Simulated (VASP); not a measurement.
# Fe (Im-3m) in VASP: a series of runs

One crystal, Fe, is run at these levels: BLYP+D3(BJ), BLYP+D4, r2SCAN, rSCAN, r2SCAN+rVV10; tasks: relaxation of cell and atoms.

Everything below comes from runs of VASP 6.6.1. Logs are shortened: lines on timing, memory, paths and dates and some standing lists are left out, and cuts for length are marked.

## 1. The crystal as given

Symmetry: Im-3m, No. 229, cubic system. Conventional cell: a = 2.886 Å, b = 2.886 Å, c = 2.886 Å, α = 90.00°, β = 90.00°, γ = 90.00°. Fe (site symmetry m-3m) has 8 Fe at 2.50 Å as nearest neighbours.

## 2. Relaxation of cell and atoms, BLYP+D3(BJ), collinear spin, ferromagnetic start

Contents of INCAR:

```
PREC = Accurate ; ENCUT = 600
EDIFF = 1E-6 ; ISMEAR = -1
SIGMA = 0.05 ; LREAL = False
LASPH = True ; NELM = 100
ALGO = Normal ; ISIF = 3
LWAVE = False ; LCHARG = False
ISPIN = 2 ; MAGMOM = 3
LORBIT = 11 ; LMAXMIX = 4
GGA = B5 ; ALDAX = 1.0
AGGAX = 1.0 ; AGGAC = 1.0
ALDAC = 0.0 ; IVDW = 12
VDW_S6 = 1.0 ; VDW_S8 = 2.6996
VDW_A1 = 0.4298 ; VDW_A2 = 4.2359
IBRION = 2 ; NSW = 60
EDIFFG = -0.02
```

Contents of KPOINTS:

```
regular mesh
0
Gamma
  13 13 13
```

Contents of POSCAR:

```
Fe
1.0
   -1.4430000000      1.4430000000      1.4430000000
    1.4430000000     -1.4430000000      1.4430000000
    1.4430000000      1.4430000000     -1.4430000000
Fe
1
Direct
    0.0000000000      0.0000000000      0.0000000000
```

Potentials or basis: VASP PAW PBE potentials, release 64 (Fe).

Run with:

```
cat potpaw_PBE.64/Fe/POTCAR > POTCAR
mpirun -np 1 vasp_std > vasp.out
```

OUTCAR:

```text
PREC = Accurate
   ENCUT = 600
   EDIFF = 1E-6
   ISMEAR = -1
   LREAL = False
   LASPH = True
   NELM = 100
   ISIF = 3
   ISPIN = 2
   LORBIT = 11
   GGA = B5
   IVDW = 12
   IBRION = 2
   NSW = 60
   EDIFFG = -0.02
 IVDW          = 12

 ion  position               nearest neighbor table
   1  0.000  0.000  0.000-

  LATTYP: Found a body centered cubic cell.
 ALAT       =     2.8860000000

  Lattice vectors:

 A1 = (  -1.4430000000,   1.4430000000,   1.4430000000)
 A2 = (   1.4430000000,  -1.4430000000,   1.4430000000)
 A3 = (   1.4430000000,   1.4430000000,  -1.4430000000)

Analysis of symmetry for initial positions (statically):
=====================================================================
 Subroutine PRICEL returns:
 Original cell was already a primitive cell.

 Routine SETGRP: Setting up the symmetry group for a
 body centered cubic supercell.

 Subroutine GETGRP returns: Found 48 space group operations
 (whereof 48 operations were pure point group operations)
 out of a pool of 48 trial point group operations.

The static configuration has the point symmetry O_h .

Analysis of symmetry for dynamics (positions and initial velocities):
=====================================================================
 Subroutine PRICEL returns:
 Original cell was already a primitive cell.

 Routine SETGRP: Setting up the symmetry group for a
 body centered cubic supercell.

 Subroutine GETGRP returns: Found 48 space group operations
 (whereof 48 operations were pure point group operations)
 out of a pool of 48 trial point group operations.

The dynamic configuration has the point symmetry O_h .

Analysis of structural, dynamic, and magnetic symmetry:
=====================================================================
 Subroutine PRICEL returns:
 Original cell was already a primitive cell.

 Routine SETGRP: Setting up the symmetry group for a
 body centered cubic supercell.

 Subroutine GETGRP returns: Found 48 space group operations
 (whereof 48 operations were pure point group operations)
 out of a pool of 48 trial point group operations.

The overall configuration has the point symmetry O_h .

 Subroutine INISYM returns: Found 48 space group operations
 (whereof 48 operations are pure point group operations),
 and found     1 'primitive' translations

----------------------------------------------------------------------------------------

                                     Primitive cell

  volume of cell :      12.0187

  direct lattice vectors                    reciprocal lattice vectors
    -1.443000000  1.443000000  1.443000000     0.000000000  0.346500347  0.346500347
     1.443000000 -1.443000000  1.443000000     0.346500347  0.000000000  0.346500347
     1.443000000  1.443000000 -1.443000000     0.346500347  0.346500347  0.000000000

  length of vectors
     2.499349315  2.499349315  2.499349315     0.490025489  0.490025489  0.490025489

  position of ions in fractional coordinates (direct lattice)
     0.000000000  0.000000000  0.000000000

  ion indices of the primitive-cell ions
   primitive index   ion index
                 1           1

----------------------------------------------------------------------------------------

 KPOINTS: regular mesh

Automatic generation of k-mesh.
 Grid dimensions read from file:
 generate k-points for:   13   13   13

 Generating k-lattice:

  Cartesian coordinates                     Fractional coordinates (reciprocal lattice)
     0.000000000  0.026653873  0.026653873     0.076923077  0.000000000  0.000000000
     0.026653873  0.000000000  0.026653873     0.000000000  0.076923077  0.000000000
     0.026653873  0.026653873  0.000000000     0.000000000  0.000000000  0.076923077

  Length of vectors
     0.037694268  0.037694268  0.037694268

  Shift w.r.t. Gamma in fractional coordinates (k-lattice)
     0.000000000  0.000000000  0.000000000

 Subroutine IBZKPT returns following result:
 ===========================================

 Found     84 irreducible k-points:

 Following reciprocal coordinates:
            Coordinates               Weight
  0.000000  0.000000  0.000000      1.000000
  0.076923  0.000000  0.000000     12.000000
  0.153846  0.000000  0.000000     12.000000
  0.230769  0.000000  0.000000     12.000000
  0.307692  0.000000  0.000000     12.000000
  0.384615  0.000000  0.000000     12.000000
[... 16 lines left out ...]
  0.153846  0.076923  0.076923     24.000000
  0.230769  0.076923  0.076923     24.000000
 [... further k-points ...]
   k-points           NKPTS =     84   k-points in BZ     NKDIM =     84   number of bands    NBANDS=     10
   number of dos      NEDOS =    301   number of ions     NIONS =      1
   total plane-waves  NPLWV =   8000
   dimension x,y,z NGX =    20 NGY =   20 NGZ =   20
   dimension x,y,z NGXF=    40 NGYF=   40 NGZF=   40
   ions per type =               1
   NGX,Y,Z   is equivalent  to a cutoff of  13.30, 13.30, 13.30 a.u.
   NGXF,Y,Z  is equivalent  to a cutoff of  26.61, 26.61, 26.61 a.u.
 SYSTEM =  unknown system
   PREC   = accura    normal or accurate (medium, high low for compatibility)
   ISTART =      0    job   : 0-new  1-cont  2-samecut
   ICHARG =      2    charge: 1-file 2-atom 10-const
   ISPIN  =      2    spin polarized calculation?
   LNONCOLLINEAR =      F non collinear calculations
   LSORBIT =      F    spin-orbit coupling
   LASPH  =      T    aspherical Exc in radial PAW
   ENCUT  =  600.0 eV  44.10 Ry    6.64 a.u.   4.99  4.99  4.99*2*pi/ulx,y,z
   NELM   =    100;   NELMIN=  2; NELMDL= -5     # of ELM steps
   EDIFF  = 0.1E-05   stopping-criterion for ELM
   LREAL  =      F    real-space projection
   EDIFFG = -.2E-01   stopping-criterion for IOM
   NSW    =     60    number of steps for IOM
   IBRION =      2    ionic relax: 0-MD 1-quasi-New 2-CG
   NFREE  =      1    steps in history (QN), initial steepest desc. (CG)
   ISIF   =      3    stress and relaxation
   ISYM   =      2    0-nonsym 1-usesym 2-fastsym
   POTIM  = 0.5000    time-step for ionic-motion
   TEBEG  =    0.0;   TEEND  =   0.0 temperature during run
   PSTRESS=    0.0 pullay stress
   NELECT =       8.0000    total number of electrons
   NUPDOWN=      -1.0000    fix difference up-down
   EMIN   =  10.00;   EMAX   =-10.00  energy-range for DOS
   EFERMI =   0.00;   METHOD = LEGACY
   ISMEAR =    -1;   SIGMA  =   0.05  broadening in eV -4-tet -1-fermi 0-gaus
   EFERMI_NEDOS =   21; number of points for ismear=-14 and -15
   IALGO  =     38    algorithm
   IMIX   =      4    mixing-type and parameters
     AMIX     =   0.40;   BMIX     =  1.00
     AMIX_MAG =   1.60;   BMIX_MAG =  1.00
  volume/ion in A,a.u.               =      12.02        81.11
  Fermi-wavevector in a.u.,A,eV,Ry     =   1.429394  2.701162 27.798962  2.043166
  Thomas-Fermi vector in A             =   2.549352
   LORBIT       =     11    0 simple, 1 ext, 2 COOP (PROOUT), +10 PAW based schemes
   GGA     = B5    functional components
   LHFCALC =     F    Hartree Fock is set to
   AEXX    =    0.0000 exact exchange contribution
   IVDW    =    12    specifies the selected vdW correction
   LEPSILON=     F    determine dielectric tensor
   LRPA    =     F    only Hartree local field effects (RPA)
 conjugate gradient relaxation of ions
 spin polarized calculation
  energy-cutoff  :      600.00
  volume of cell :       12.02
 maximum number of plane-waves:       415
   NGX =  9   NGY =  9   NGZ =  9

--------------------------------------- Ionic step        1  -------------------------------------------

 number of electron       7.9999995 magnetization       2.2219729

 Free energy of the ion-electron system (eV)
  ---------------------------------------------------
  ext. energy  EPLUGINS =         0.00000000
  ---------------------------------------------------
  free energy    TOTEN  =        -7.17883854 eV

  energy without entropy =       -7.16830222  energy(sigma->0) =       -7.17357038

------------------------ aborting loop because EDIFF is reached ----------------------------------------

 Edisp (eV)   -0.77594

 E8    (eV) :    -0.5762

  FORCE on cell =-STRESS in cart. coord.  units (eV):
  Direction    XX          YY          ZZ          XY          YZ          ZX
  --------------------------------------------------------------------------------------
  -------------------------------------------------------------------------------------
  Total      -0.98125    -0.98125    -0.98125    -0.00000    -0.00000     0.00000
  in kB    -130.80747  -130.80747  -130.80747    -0.00000    -0.00000     0.00000
  external pressure =     -130.81 kB  Pullay stress =        0.00 kB
[... 59 lines left out ...]
  energy  without entropy=       -7.9568179462  energy(sigma->0) =       -7.96047371

--------------------------------------- Ionic step        3  -------------------------------------------

 number of electron       8.0000005 magnetization       2.0794463

 Free energy of the ion-electron system (eV)
  ---------------------------------------------------
  ext. energy  EPLUGINS =         0.00000000
  ---------------------------------------------------
  free energy    TOTEN  =        -7.15323257 eV

  energy without entropy =       -7.14497052  energy(sigma->0) =       -7.14910155

 E-fermi :   6.6042     XC(G=0): -12.6353

 val. band max:        6.6025336291   @ k =  -0.3846   0.4615   0.2308
 cond. band min:       6.6130716671   @ k =  -0.3846   0.3846   0.0769
 fundamental gap:      0.0105380379
 Fermi energy:         6.6041673197

 spin component 1

 k-point     1 :       0.0000    0.0000    0.0000
  band No.  band energies     occupation
      1      -1.8363      1.00000
      2       4.2431      1.00000
      3       4.2431      1.00000
      4       4.2432      1.00000
      5       5.5064      1.00000
      6       5.5064      1.00000
      7      32.1143      0.00000
      8      32.1143      0.00000
      9      32.1143      0.00000
     10      37.3712      0.00000
[... 287 lines left out ...]
 k-point    24 :       0.2308    0.0769    0.0769
  band No.  band energies     occupation
      1       1.5725      1.00000
      2       3.3911      1.00000
      3       3.8476      1.00000
      4       5.4611      1.00000
      5       5.6161      1.00000
      6       6.8094      0.01622
      7      20.4125      0.00000
      8      24.5203      0.00000
      9      26.3797      0.00000
     10      33.9346      0.00000

 [... further k-points ...]

 spin component 2

 k-point     1 :       0.0000    0.0000    0.0000
  band No.  band energies     occupation
      1      -1.6751      1.00000
      2       5.9524      1.00000
      3       5.9525      1.00000
      4       5.9525      1.00000
      5       8.0989      0.00000
      6       8.0991      0.00000
      7      31.9031      0.00000
      8      31.9031      0.00000
      9      31.9031      0.00000
     10      37.6379      0.00000
[... 331 lines left out ...]
  FREE ENERGIE OF THE ION-ELECTRON SYSTEM (eV)
  ---------------------------------------------------
  free  energy   TOTEN  =        -7.9973459616 eV

  energy  without entropy=       -7.9890839159  energy(sigma->0) =       -7.99321494

 reached required accuracy - stopping structural energy minimisation

 total charge

# of ion       s       p       d       tot
------------------------------------------
    1        0.497   0.543   6.319   7.358

 magnetization (x)

# of ion       s       p       d       tot
------------------------------------------
    1       -0.014  -0.054   2.138   2.070
```

It took 34 s on 1 thread of Intel Xeon 6975P-C (Granite Rapids), shared host; peak memory 0.16 GiB.

Results:

| Item | Value |
| --- | --- |
| Free energy | -7.9973 eV |
| Relaxed volume | 11.10 Å³/atom |
| Relaxed cell | a = 2.434 Å, b = 2.434 Å, c = 2.434 Å, α = 109.47°, β = 109.47°, γ = 109.47° |
| Space group after relaxing (to 0.05 Å) | Im-3m (No. 229) |
| Energy gained by relaxing | 42.6 meV/atom |
| Ionic steps | 3 |
| Pressure after relaxing | -0.1 GPa |
| Band gap on the k mesh | none (metal or under the smearing width) |
| Net moment | 2.08 μB per cell |
| Site moments | Fe +2.07 μB |
| Valence electrons inside the program's atomic spheres | Fe 7.36 |
| Dispersion energy per atom | -0.844 eV |

Step by step:
```tsv
step	energy change (eV)	largest force (eV/Å)	pressure (GPa)	volume (Å³)
1	0.0000	0.0000	-13.08	12.02
2	-0.0093	0.0000	15.98	10.39
3	-0.0426	0.0000	-0.07	11.10
```

Final structure:
```
Fe
1.0
    -1.40509    1.40509    1.40509
     1.40509   -1.40509    1.40509
     1.40509    1.40509   -1.40509
Fe
1
Direct
  0.00000 0.00000 0.00000
```

Caveat: the PAW data sets were made with another functional, which shifts forces and pressure a little; pairwise dispersion overbinds metals, which lowers pressure and volume.

## 3. Relaxation of cell and atoms, BLYP+D4, collinear spin, ferromagnetic start

Contents of INCAR:

```
SYSTEM = Fe
  AGGAC = 1.0
  AGGAX = 1.0
  ALDAC = 0.0
  ALDAX = 1.0
  ALGO = Normal
  EDIFF = 1E-6
  EDIFFG = -0.01
  ENCUT = 600
  GGA = B5
  IBRION = 2
  ISIF = 3
  ISMEAR = -1
  ISPIN = 2
  IVDW = 13
  LASPH = .True.
  LCHARG = .False.
  LMAXMIX = 4
  LORBIT = 11
  LREAL = .False.
  LWAVE = .False.
  MAGMOM = 3
  NELM = 120
  NSW = 60
  PREC = Accurate
  SIGMA = 0.05
  VDW_A1 = 0.44488865
  VDW_A2 = 4.0933009
  VDW_S6 = 1.0
  VDW_S8 = 2.34076671
```

Contents of KPOINTS:

```
k-points
0
Gamma
  13 13 13
  0 0 0
```

POSCAR is that of step 2.

Potentials or basis: VASP PAW PBE potentials, release 64 (Fe).

Run with:

```
cat potpaw_PBE.64/Fe/POTCAR > POTCAR
mpirun -np 1 vasp_std > vasp.out
```

OUTCAR:

```text
SYSTEM = Fe
   EDIFF = 1E-6
   EDIFFG = -0.01
   ENCUT = 600
   GGA = B5
   IBRION = 2
   ISIF = 3
   ISMEAR = -1
   ISPIN = 2
   IVDW = 13
   LASPH = .True.
   LORBIT = 11
   LREAL = .False.
   NELM = 120
   NSW = 60
   PREC = Accurate

 ion  position               nearest neighbor table
   1  0.000  0.000  0.000-

  LATTYP: Found a body centered cubic cell.
 ALAT       =     2.8860000000

  Lattice vectors:

 A1 = (  -1.4430000000,   1.4430000000,   1.4430000000)
 A2 = (   1.4430000000,  -1.4430000000,   1.4430000000)
 A3 = (   1.4430000000,   1.4430000000,  -1.4430000000)

Analysis of symmetry for initial positions (statically):
=====================================================================
 Subroutine PRICEL returns:
 Original cell was already a primitive cell.

 Routine SETGRP: Setting up the symmetry group for a
 body centered cubic supercell.

 Subroutine GETGRP returns: Found 48 space group operations
 (whereof 48 operations were pure point group operations)
 out of a pool of 48 trial point group operations.

The static configuration has the point symmetry O_h .

Analysis of symmetry for dynamics (positions and initial velocities):
=====================================================================
 Subroutine PRICEL returns:
 Original cell was already a primitive cell.

 Routine SETGRP: Setting up the symmetry group for a
 body centered cubic supercell.

 Subroutine GETGRP returns: Found 48 space group operations
 (whereof 48 operations were pure point group operations)
[... 242 lines left out ...]

 Free energy of the ion-electron system (eV)
  ---------------------------------------------------
  ext. energy  EPLUGINS =         0.00000000
  ---------------------------------------------------
  free energy    TOTEN  =        -7.16335747 eV

  energy without entropy =       -7.15487737  energy(sigma->0) =       -7.15911742

 E-fermi :   6.4533     XC(G=0): -12.5635

 val. band max:        6.4444286614   @ k =  -0.3846   0.4615   0.2308
 cond. band min:       6.4546950457   @ k =  -0.3846   0.3846   0.0769
 fundamental gap:      0.0102663843
 Fermi energy:         6.4532506630

 spin component 1

 k-point     1 :       0.0000    0.0000    0.0000
  band No.  band energies     occupation
      1      -1.8983      1.00000
      2       4.1305      1.00000
      3       4.1305      1.00000
      4       4.1305      1.00000
      5       5.3657      1.00000
      6       5.3657      1.00000
      7      31.8502      0.00000
      8      31.8502      0.00000
      9      31.8502      0.00000
     10      37.0204      0.00000
[... 287 lines left out ...]
 k-point    24 :       0.2308    0.0769    0.0769
  band No.  band energies     occupation
      1       1.4883      1.00000
      2       3.2961      1.00000
      3       3.7425      1.00000
      4       5.3217      1.00000
      5       5.4725      1.00000
      6       6.6499      0.01921
      7      20.1375      0.00000
      8      24.2481      0.00000
      9      26.0275      0.00000
     10      33.6235      0.00000

 [... further k-points ...]

 spin component 2

 k-point     1 :       0.0000    0.0000    0.0000
  band No.  band energies     occupation
      1      -1.7407      1.00000
      2       5.8522      0.99999
      3       5.8523      0.99999
      4       5.8524      0.99999
      5       7.9699      0.00000
      6       7.9700      0.00000
      7      31.6322      0.00000
      8      31.6322      0.00000
      9      31.6322      0.00000
     10      37.2822      0.00000
[... 331 lines left out ...]
  FREE ENERGIE OF THE ION-ELECTRON SYSTEM (eV)
  ---------------------------------------------------
  free  energy   TOTEN  =        -7.8480408786 eV

  energy  without entropy=       -7.8395607789  energy(sigma->0) =       -7.84380083

 reached required accuracy - stopping structural energy minimisation

 total charge

# of ion       s       p       d       tot
------------------------------------------
    1        0.491   0.531   6.309   7.331

 magnetization (x)

# of ion       s       p       d       tot
------------------------------------------
    1       -0.014  -0.054   2.154   2.085
```

OSZICAR:

```text
N       E                     dE             d eps       ncg     rms          rms(c)
DAV:   1     0.212642197920E+02    0.21264E+02   -0.43793E+03  3520   0.106E+03
DAV:   2    -0.741598559097E+01   -0.28680E+02   -0.26550E+02  3396   0.138E+02
[... 28 lines left out ...]
DAV:   4    -0.716523585400E+01    0.21149E-02   -0.20207E-03  3798   0.706E-01    0.402E-01
DAV:   5    -0.716331976391E+01    0.19161E-02   -0.25688E-03  3592   0.570E-01    0.860E-02
DAV:   6    -0.716334928721E+01   -0.29523E-04   -0.15697E-04  3680   0.145E-01    0.278E-02
DAV:   7    -0.716335469676E+01   -0.54096E-05   -0.69179E-06  3530   0.410E-02    0.181E-02
DAV:   8    -0.716335732785E+01   -0.26311E-05   -0.19425E-06  2870   0.172E-02    0.328E-03
DAV:   9    -0.716335747296E+01   -0.14511E-06   -0.19495E-07  1698   0.538E-03
   3 F= -.78480409E+01 E0= -.78438008E+01  d E =-.291592E-01  mag=     2.0925
```

It took 34 s on 1 thread of Intel Xeon 6975P-C (Granite Rapids), shared host; peak memory 0.15 GiB.

What came out:

| Item | Value |
| --- | --- |
| Free energy | -7.8480 eV |
| Relaxed volume | 11.24 Å³/atom |
| Relaxed cell | a = 2.444 Å, b = 2.444 Å, c = 2.444 Å, α = 109.47°, β = 109.47°, γ = 109.47° |
| Space group after relaxing (to 0.05 Å) | Im-3m (No. 229) |
| Energy gained by relaxing | 29.2 meV/atom |
| Ionic steps | 3 |
| Pressure after relaxing | -0.1 GPa |
| Band gap on the k mesh | none (metal or under the smearing width) |
| Net moment | 2.09 μB per cell |
| Site moments | Fe +2.08 μB |
| Valence electrons inside the program's atomic spheres | Fe 7.33 |
| Dispersion energy per atom | -0.685 eV |

Step by step:
| step | energy change (eV) | largest force (eV/Å) | pressure (GPa) | volume (Å³) |
| --- | --- | --- | --- | --- |
| 1 | 0.0000 | 0.0000 | -10.78 | 12.02 |
| 2 | -0.0086 | 0.0000 | 11.96 | 10.67 |
| 3 | -0.0292 | 0.0000 | -0.07 | 11.24 |

Final structure:
```cif
data_structure
_symmetry_space_group_name_H-M 'P 1'
_symmetry_Int_Tables_number 1
_cell_length_a 2.4442
_cell_length_b 2.4442
_cell_length_c 2.4442
_cell_angle_alpha 109.471
_cell_angle_beta 109.471
_cell_angle_gamma 109.471
_cell_volume 11.24
loop_
_atom_site_label
_atom_site_type_symbol
_atom_site_fract_x
_atom_site_fract_y
_atom_site_fract_z
_atom_site_occupancy
Fe1 Fe 0.00000 0.00000 0.00000 1
```

Caveat: the PAW data sets were made with another functional, which shifts forces and pressure a little; pairwise dispersion overbinds metals, which lowers pressure and volume.

(Continued in part 2 of 2.)
